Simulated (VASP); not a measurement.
The system is ZnO (zincite).

```
Zn O
1.0
     3.24931    0.00000    0.00000
    -1.62465    2.81398    0.00000
     0.00000    0.00000    5.20571
Zn O
2 2
Direct
  0.66667 0.33333 0.00000
  0.33333 0.66667 0.50000
  0.33333 0.66667 0.87901
  0.66667 0.33333 0.37901
```

Base run:

- Program: VASP 6.6.1
- Functional: PBEsol
- Potentials or basis: VASP PAW PBE potentials, release 64 (Zn, O)
- Cutoff: 520 eV
- k mesh: 9 × 9 × 5
- Occupations: fermi-dirac, width 0.05 eV
- Spin: no spin polarisation

Its results: band gap on the k mesh 0.68 eV, direct.

Q: The run is repeated on the same cell with these changes: functional from PBEsol to RPBE. What comes out?

A: Band gap on the k mesh 0.88 eV, direct.
